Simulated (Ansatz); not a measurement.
C: energy above lowest point as volume scale varies

Free energy against uniform scaling of the volume at fixed shape and fractions; periodic cell, basis, potentials, k mesh and filling as listed. The results are calculated, by Ansatz 0.2.0.

The cell before it is scaled or strained (space group R-3m, No. 166):
```
C
1.0
      1.2280     0.7090     3.3470
     -1.2280     0.7090     3.3470
      0.0000    -1.4180     3.3470
C
2
Direct
  0.83600 0.83600 0.83600
  0.16400 0.16400 0.16400
```

Settings of every row: functional PBEsol; dispersion none; potentials all-electron LAPW; k mesh 14x14x14; k shift 0x0x0; occupations cold; smearing width 0.05 eV; spin none; SCF threshold exponent -6.

Limits: a layered crystal: even scaling strains the bonds within the layers, so this curve is stiffer than the crystal under pressure.

| row | volume scale | V (Å³/atom) | energy above lowest point (meV/atom) |
| --- | --- | --- | --- |
| 1 | 0.92 | 8.043 | 61.3 |
| 2 | 0.96 | 8.393 | ? |
| 3 | 1 | 8.742 | 0 |
| 4 | 1.04 | 9.092 | 9.3 |
| 5 | 1.08 | 9.442 | 39.5 |

Question: what energy above lowest point should row 2 give?

Worked fit of energy above lowest point. Take u = (V_r/V)^(2/3) − 1 with V_r = 8.917 Å³ an atom, which is twice the finite (Eulerian) strain; such expansions in the strain, on which the Birch-Murnaghan equation of state is built, carry the rest volume and the bulk modulus. The shown rows have u = 0.07119, 0.0133, -0.01287, -0.03742. Least squares give energy above lowest point = 1.85 − 370.9 × u + 16943 × u² meV/atom; a straight line predicts inner rows, each left out in turn, worse (root mean square 30 against 0.26 meV/atom). The rows lie off it by 0.0, 0.1, -0.1, 0.0. Its lowest point lies at u = 0.0109, or V = 8.773 Å³ an atom, and the curvature there gives the bulk modulus at fixed shape and fractions, B = (4/9)(1 + u)² E″(u)/V = 281 GPa. Letting shape and atoms relax would as a rule lower it, by much in layered, chain or molecular crystals. The withheld row has u = 0.0412, so the fit gives 1.85 − 370.9 × (0.0412) + 16943 × (0.0412)² = 15.3 meV/atom.

The calculation gave 15.7 meV/atom. The fit lies 0.4 meV/atom (2.5 % of the value, 0.65 % of the column's range) below it; its largest miss of a shown row is 0.1 meV/atom.
